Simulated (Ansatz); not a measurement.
# ZrH2: the cost of one run

Program: Ansatz 0.2.0. Level of theory: DFT PBE, scalar-relativistic, plane waves, PAW. These are calculated values, not measurements.

### Step 1. The starting structure

Symmetry: P4/mmm, No. 123, tetragonal system. The conventional cell has a = 2.853 Å, b = 2.853 Å, c = 3.597 Å, α = 90.00°, β = 90.00°, γ = 90.00°. Zr (site symmetry 4/mmm) has 4 H at 2.02 Å as nearest neighbours. Around H (site symmetry 4/mmm) lie 2 H at 1.80 Å and 4 Zr at 2.02 Å. H (site symmetry 4/mmm) has 2 H at 1.80 Å as nearest neighbours.

As a file:

```
Zr H
1.0
     2.85324    0.00000    0.00000
     0.00000    2.85324    0.00000
     0.00000    0.00000    3.59738
Zr H
1 2
Direct
  0.50000 0.50000 0.50000
  0.00000 0.00000 0.50000
  0.00000 0.00000 0.00000
```

A structure generator made this guess: random cell by space group and Wyckoff sites (P4/mmm, No. 123). Lengths come from tabulated atomic sizes and are only a guess.

### Step 2. The guess as it stands, on a coarse mesh

File input.yaml:

```yaml
crystal:
  lattice:
    - [2.85324421, 0.0, 0.0]
    - [0.0, 2.85324421, 0.0]
    - [0.0, 0.0, 3.59737833]
  atoms:
    - { symbol: Zr, position: [0.5, 0.5, 0.5] }
    - { symbol: H, position: [0.0, 0.0, 0.5] }
    - { symbol: H, position: [0.0, 0.0, 0.0] }
basis:
  ecutwfc: 420
kpoints:
  mp_grid: { grid: [6, 6, 6] }
hamiltonian:
  xc: pbe
scf:
  occupations: { method: gaussian, width: 0.1 }
  lower_state_search: "off"
output:
  forces: true
  stress: true
  eigenvalues: true
```

On the command line:

```bash
ansatz run input.yaml --threads 1 --pin off --max-ram 2048MiB --backend cpu --events-out ev --progress --plain --runs-dir out
```

What time and memory should one allow on 1 thread of Intel Xeon Platinum 8259CL at 2.50GHz (Skylake/Cascade Lake), shared host?

About 1.1 s, with a peak of 0.35 GiB.
